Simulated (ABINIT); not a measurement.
A run of ABINIT 10.8.3 (patched build) is set up as follows.

The input run.abi:

```
# Pseudopotentials
pp_dirpath "./"
pseudos "Pd.upf"

# Structure
acell 3*1.0
rprim
     0.0000000000     3.6596543466     3.6596543466
     3.6596543466     0.0000000000     3.6596543466
     3.6596543466     3.6596543466     0.0000000000
ntypat 1
znucl 46
natom 1
typat 1
xred
     0.0000000000     0.0000000000     0.0000000000
chkprim 0
chksymtnons 0
tolsym 1.0e-6

# Plane-wave basis
ecut 41.0

# k points
kptopt 1
ngkpt 9 9 9
nshiftk 1
shiftk 0.0 0.0 0.0

# Exchange and correlation
ixc -116133

# Bands and occupations
nband 13
occopt 3
tsmear 0.05 eV

# SCF cycle
nstep 100
tolvrs 1.0e-10

# Output
iomode 3
prtwf 0
prteig 0
prtebands 0
prtden 1
prtvha 1
prtvclmb 1
prtpot 1
prtelf 1
```

Potentials or basis: PseudoDojo NC SR PBEsol v0.4.1 standard.

Launch:

```sh
$ abinit run.abi > log 2>&1
```

Task: Predict the pressure.

Result: 0.0 GPa.

Task: What does it give for the band gap on the k mesh?

Result: None (metal or under the smearing width).
